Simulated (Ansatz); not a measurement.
**WSe2 (3R-MoS2 type): G0W0 against its settings**

WSe2 in the 3R-MoS2 structure, relaxed with r2SCAN+rVV10; one-shot G0W0 in Ansatz without spin-orbit coupling. No spin polarisation and no zero-point or thermal motion; the cell was built from a prototype and may be hypothetical.

```cif
data_structure
_symmetry_space_group_name_H-M 'P 1'
_symmetry_Int_Tables_number 1
_cell_length_a 6.8503
_cell_length_b 6.8503
_cell_length_c 6.8503
_cell_angle_alpha 27.894
_cell_angle_beta 27.894
_cell_angle_gamma 27.894
_cell_volume 62.13
loop_
_atom_site_label
_atom_site_type_symbol
_atom_site_fract_x
_atom_site_fract_y
_atom_site_fract_z
_atom_site_occupancy
W1 W 0.99998 0.99998 0.99998 1
Se1 Se 0.41765 0.41765 0.41765 1
Se2 Se 0.24903 0.24903 0.24903 1
```

Gaps are read over the mesh points alone. G0W0 values are finite-basis, finite-mesh values.

| start | potentials | frequency model | mesh | empty bands | screening cutoff (eV) | Kohn-Sham gap (eV) | G0W0 gap (eV) | rough cost |
| --- | --- | --- | --- | --- | --- | --- | --- | --- |
| PBE | PAW | contour deformation | 4×4×4 | 100 | 80 | 1.39 | 1.72 | 60 core-seconds |
| PBE | PAW | contour deformation | 4×4×4 | 233 | 140 | 1.39 | 1.76 | 3 core-minutes |
| PBE | PAW | contour deformation | 4×4×4 | 429 | 210 | 1.39 | 1.78 | 12 core-minutes |
| HSE06 | PAW | contour deformation | 4×4×4 | 233 | 140 | 1.90 | 1.96 | 5 core-minutes |
| LDA | PAW | contour deformation | 4×4×4 | 233 | 140 | 1.33 | 1.73 | 3 core-minutes |
| r2SCAN | PAW | contour deformation | 4×4×4 | 233 | 140 | 1.52 | 1.84 | 4 core-minutes |
| PBE | PAW | Godby-Needs pole | 4×4×4 | 233 | 140 | 1.39 | 1.80 | 3 core-minutes |
| PBE | PAW | contour deformation | 6×6×6 | 100 | 80 | 1.09 | 1.34 | 8 core-minutes |
| PBE | norm-conserving | contour deformation | 4×4×4 | 233 | 140 | 1.38 | 1.75 | 10 core-minutes |

G0W0 moves the gap on the mesh from 1.39 eV (PBE) to 1.78 eV (T to Γ–L (0.50 of the way from Γ)). Renormalisation factors Z lie between 0.72 and 0.77.

Raising bands and cutoff together moves the gap by +0.04 eV (80 to 140 eV), then +0.02 eV (140 to 210 eV); the last step is small, which bounds nothing strictly. Starting from HSE06 (1.90 eV against PBE's 1.39 eV) gives 1.96 eV, +0.20 eV from G0W0@PBE at the same screening cutoff. Starting from LDA (1.33 eV against PBE's 1.39 eV) gives 1.73 eV, -0.03 eV from G0W0@PBE at the same screening cutoff. Starting from r2SCAN (1.52 eV against PBE's 1.39 eV) gives 1.84 eV, +0.08 eV from G0W0@PBE at the same screening cutoff. The Godby-Needs plasmon pole differs from contour deformation by +0.04 eV. A 6×6×6 mesh in place of 4×4×4 changes the opening over PBE by -0.08 eV (the gap on the mesh by -0.38 eV, the PBE gap by -0.30 eV). Norm-conserving potentials (wave cutoff 1170 eV against 420 eV) shift the quasiparticle gap by -0.01 eV and the PBE gap by -0.01 eV. r2SCAN runs take a wave cutoff of 500 eV.
